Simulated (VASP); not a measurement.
Wanted: the native input for a VASP 6.6.1 run.

- Task: relaxation of cell and atoms
- Functional: PBE
- Potentials or basis: VASP PAW PBE potentials, release 64 (Al, P)
- Cutoff: 600 eV
- k mesh: 8 × 8 × 8
- Occupations: gaussian, width 0.03 eV
- Spin: no spin polarisation
- Further INCAR settings: ALGO = Normal; EDIFF = 1e-06; IBRION = 2; EDIFFG = -0.01; NSW = 90; ISIF = 3

The structure of AlP lies in POSCAR:

```
AlP
1.0
    0.0000000000      2.7255000000      2.7255000000
    2.7255000000      0.0000000000      2.7255000000
    2.7255000000      2.7255000000      0.0000000000
Al P
1 1
Direct
    0.0000000000      0.0000000000      0.0000000000
    0.2500000000      0.2500000000      0.2500000000
```

The input as run:

INCAR

```
PREC = Accurate
ENCUT = 600
EDIFF = 1E-6
ISMEAR = 0
SIGMA = 0.03
LREAL = False
LASPH = True
NELM = 80
ALGO = Normal
ISIF = 3
LWAVE = False
LCHARG = False
GGA = PE
IBRION = 2
NSW = 90
EDIFFG = -0.01
```

KPOINTS

```
Automatic mesh
0
Gamma
  8 8 8
```

Potentials or basis: VASP PAW PBE potentials, release 64 (Al, P).

Command:

```console
$ cat potpaw_PBE.64/Al/POTCAR potpaw_PBE.64/P/POTCAR > POTCAR
$ mpirun -np 1 vasp_std > vasp.out
```

It gave:

```
Relaxed volume                         : 20.86 Å³/atom
Relaxed cell                           : a = 3.893 Å, b = 3.893 Å, c = 3.893 Å, α = 60.00°, β = 60.00°, γ = 60.00°
Space group after relaxing (to 0.05 Å) : F-43m (No. 216)
Energy gained by relaxing              : 5.0 meV/atom
Ionic steps                            : 3
Pressure after relaxing                : 0.0 GPa
Band gap on the k mesh                 : 1.63 eV, indirect (least direct gap 3.09 eV)
```

It took 25 s on 1 thread of AMD EPYC 7R13 Processor (Zen 3) (shared host), peak memory 0.15 GiB.
